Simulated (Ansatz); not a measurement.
# Si16H: the cost of one run

All numbers below are computed with Ansatz 0.2.0 (DFT PBE+D3(BJ), plane waves, PAW, scalar-relativistic, collinear spin).

### Step 1. Starting point

The cell holds 17 atoms (HSi16): a = 7.679 Å, b = 7.679 Å, c = 7.679 Å, α = 60.00°, β = 60.00°, γ = 60.00°.

Its coordinates follow in the input file.

### Step 2. End point A

Input file input.yaml:

```yaml
crystal:
  lattice:
    - [0.0, 5.43, 5.43]
    - [5.43, 0.0, 5.43]
    - [5.43, 5.43, 0.0]
  atoms:
    - { symbol: Si, position: [0.0, 0.0, 0.0] }
    - { symbol: Si, position: [0.125, 0.125, 0.125] }
    - { symbol: Si, position: [0.0, 0.0, 0.5] }
    - { symbol: Si, position: [0.125, 0.125, 0.625] }
    - { symbol: Si, position: [0.0, 0.5, 0.0] }
    - { symbol: Si, position: [0.125, 0.625, 0.125] }
    - { symbol: Si, position: [0.0, 0.5, 0.5] }
    - { symbol: Si, position: [0.125, 0.625, 0.625] }
    - { symbol: Si, position: [0.5, 0.0, 0.0] }
    - { symbol: Si, position: [0.625, 0.125, 0.125] }
    - { symbol: Si, position: [0.5, 0.0, 0.5] }
    - { symbol: Si, position: [0.625, 0.125, 0.625] }
    - { symbol: Si, position: [0.5, 0.5, 0.0] }
    - { symbol: Si, position: [0.625, 0.625, 0.125] }
    - { symbol: Si, position: [0.5, 0.5, 0.5] }
    - { symbol: Si, position: [0.625, 0.625, 0.625] }
    - { symbol: H, position: [0.3627855, 0.3782239, 0.3852863], spin: 1.0 }
magnetization:
  spin_polarized: true
basis:
  ecutwfc: 420.0
kpoints:
  mp_grid: { grid: [2, 2, 2] }
hamiltonian:
  xc: pbe
  dispersion: d3bj
scf:
  occupations: { method: fermi_dirac, width: 0.02 }
  lower_state_search: "off"
relax:
  f_tol: 0.03
  max_steps: 60
  adjacent_minimum: "off"
output:
  write_density: true
  write_potential: true
  elf: true
  volumetric_format: npy
```

Started as:

```console
$ ansatz run input.yaml --threads 2 --pin off --max-ram 5120MiB --backend cpu --events-out ev --progress --plain --runs-dir out
```

What time and memory should one allow on 2 threads of Arm Neoverse V2, shared host?

About 1.7 min, with a peak of 0.7 GiB.
